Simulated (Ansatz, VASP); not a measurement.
## SnO2 in VASP and in Ansatz

```
Sn O
1.0
    -3.18882    3.34016    3.34017
     3.18882   -3.34016    3.34017
     3.18882    3.34016   -3.34017
Sn O
4 8
Direct
  0.99990 0.24990 0.75000
  0.00010 0.75010 0.25000
  0.50000 0.50000 0.50000
  0.50000 0.00000 0.00000
  0.19392 0.19398 0.50007
  0.69403 0.75011 0.94392
  0.19392 0.69385 0.99993
  0.30619 0.75011 0.55608
  0.69381 0.24989 0.44392
  0.30597 0.24989 0.05608
  0.80608 0.30615 0.00007
  0.80608 0.80602 0.49993
```

Alike in both runs: functional LDA; k mesh 4 × 4 × 4; occupations gaussian, width 0.1 eV; no spin polarisation.

Ansatz relaxed the structure, and its values are those at the end. VASP's run is a single point on that final structure, the one shown.

```csv
,VASP,Ansatz
version,VASP 6.6.1,Ansatz 0.2.0
potentials or method,"VASP PAW LDA potentials, release 64 (Sn_d, O)","scalar-relativistic, plane waves, PAW"
plane-wave cutoff (eV),520,420
valence electrons in the cell,104,104
```

|  | VASP | Ansatz | Ansatz less VASP |
| --- | --- | --- | --- |
| gap on the k mesh at the Fermi level (eV) | 1.20 | 1.16 | -0.035 |
| least direct gap on the mesh (eV) | 1.20 | 1.16 | -0.035 |
| pressure (GPa) | 1.1 | 0.0 | -1.07 |
| rms of the force components (eV/Å) | 0.012 | 0.002 | -0.0101 |

Caveats: spin-orbit coupling is left out, which moves the levels of the heavy elements. Expect the measured gap to be larger: semilocal functionals such as LDA lack the derivative discontinuity.
